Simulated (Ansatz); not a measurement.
Here is an unrelaxed guess for In3Sb.

Space group P6/mmm (No. 191). a = 5.540 Å, b = 5.540 Å, c = 4.433 Å, α = 90.00°, β = 90.00°, γ = 120.00°
```csv
atom,site,symmetry,x,y,z
In,2c,-6m2,0.3333,0.6667,0.0000
In,1a,6/mmm,0.0000,0.0000,0.0000
Sb,1b,6/mmm,0.0000,0.0000,0.5000
```

Computed with Ansatz, DFT PBE, scalar-relativistic, plane waves, PAW. Settings: cutoff 420 eV, Γ-centred mesh 6×6×4 on the computed 4-atom cell, Gaussian smearing of 0.10 eV; no spin polarisation.

Formation energies are uncorrected and refer to the elements' standard structures at the same level.

Question: What does a single point on this coarse mesh give?

Answer: The pressure is 22.7 GPa (the mean over three directions, positive in compression), the largest force is 0.00 eV/Å (symmetry fixes the atoms), and the energy is +1.40 eV/atom against the elements. The shortest distance is 2.22 Å.

Question: How much does it gain on relaxing, and where does it end?

Answer: Relaxing gains about 1.0 eV/atom (the start's value is from the coarse mesh, so the gain is rough) in 15 ionic steps and ends at +0.37 eV/atom on the finer mesh. The symmetry stays P6/mmm (No. 191). The volume per atom grows by 30.0 %, from 29.5 to 38.3 Å³. The shortest distance goes from 2.22 Å (In–Sb) to 2.84 Å (In–Sb). The ratio c/a of the conventional cell changes by a factor of 1.27. Conventional cell: a = 5.582 Å, c = 5.677 Å. In on a site of symmetry -6m2 has 6 In at 3.22 Å; In on a site of symmetry 6/mmm has 2 Sb at 2.84 Å and 6 In at 3.22 Å; Sb is surrounded by 2 In at 2.84 Å.

The last run used a 12×12×8 mesh (in the run's order of axes) for its 4-atom cell and Gaussian smearing of 0.10 eV. These runs have no spin–orbit coupling, which can matter for Sb. The relaxation can't lower the symmetry of the start. Symmetry constrained the relaxation, so the result can be a saddle point. Another cell of In3Sb relaxed alike, in I4/mmm, lies 0.35 eV/atom lower, so this cell isn't the stable form at this level.
